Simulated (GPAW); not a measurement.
Input of a GPAW 26.7.0 run:

run.py

```python
from ase.dft.bandgap import bandgap
from ase.io import write
from ase.spacegroup import crystal
from gpaw import GPAW, PW
from gpaw.response.df import DielectricFunction

# Ga 2e
atoms = crystal(['Ga'],
                basis=[[0.13459627, 0.75, 0.77016683]],
                spacegroup=11, setting=1,  # P2_1/m
                cellpar=[2.77842208, 3.28160879, 4.21035475, 90.0, 108.60716858, 90.0],
                primitive_cell=True)

calc = GPAW(mode=PW(450),
            xc='PBE',
            kpts={'size': (8, 7, 6), 'gamma': True},
            occupations={'name': 'fermi-dirac', 'width': 0.05},
            nbands=10,
            convergence={'density': 1e-06},
            maxiter=150,
            txt='gpaw.txt')
atoms.calc = calc
energy = atoms.get_potential_energy()
calc.write('gs.gpw')
write('result.traj', atoms)
print(f'Energy: {energy:.6f} eV')
print('Fermi level:', round(calc.get_fermi_level(), 4), 'eV')
print(f'Gap: {bandgap(calc)[0]:.4f} eV, direct: {bandgap(calc, direct=True)[0]:.4f} eV')

dense = calc.fixed_density(kpts={'size': (12, 10, 8), 'gamma': True},
                           nbands=41, convergence={'bands': 35, 'eigenstates': 1e-7},
                           update_fermi_level=True, txt='dense.txt')
dense.write('dense.gpw', mode='all')

df = DielectricFunction('dense.gpw', frequencies={'type': 'nonlinear', 'domega0': 0.05, 'omega2': 10},
                        eta=0.05, ecut=60, nbands=35, rate='eta', txt='df.txt')
for direction in ['x', 'y', 'z']:
    df.get_dielectric_function(xc='ALDA', direction=direction, filename=f'df_{direction}.csv')
```

Potentials or basis: GPAW PAW data sets (gpaw-data 1.2.1), pw.

Launch:

```sh
$ OMP_NUM_THREADS=1 python run.py
```

Problem. Estimate the band gap on the k mesh.

Solution. None (metal or under the smearing width).

Dielectric function (mean over the directions given):
| energy (eV) | real part | imaginary part |
| --- | --- | --- |
| 0.67 | -102.74 | 74.06 |
| 1.26 | -29.87 | 45.80 |
| 1.89 | -26.62 | 38.41 |
| 2.54 | -26.69 | 12.56 |
| 3.17 | -15.28 | 7.78 |
| 3.76 | -12.51 | 4.79 |
| 4.44 | -8.41 | 2.60 |
| 5.01 | -6.38 | 1.43 |
| 5.68 | -4.83 | 0.90 |
| 6.31 | -3.53 | 0.71 |
| 6.87 | -2.72 | 0.65 |
| 7.55 | -2.15 | 0.47 |
| 8.16 | -1.68 | 0.42 |
| 8.80 | -1.25 | 0.24 |
| 9.47 | -0.98 | 0.22 |
| 10.16 | -0.64 | 0.18 |
| 10.78 | -0.52 | 0.15 |
| 11.41 | -0.31 | 0.19 |
| 12.08 | -0.29 | 0.18 |
| 12.65 | -0.15 | 0.13 |
| 13.36 | -0.02 | 0.09 |
| 13.97 | 0.08 | 0.10 |
| 14.61 | 0.15 | 0.07 |
| 15.26 | 0.24 | 0.07 |
| 15.94 | 0.30 | 0.07 |
| 16.64 | 0.38 | 0.08 |
| 17.36 | 0.39 | 0.06 |
| 18.12 | 0.45 | 0.05 |
| 18.90 | 0.50 | 0.04 |
| 19.87 | 0.55 | 0.04 |

Caveat: the intraband term hangs on this k mesh; the long-wavelength limit can be off by a per cent or two; these spectra lack excitons.
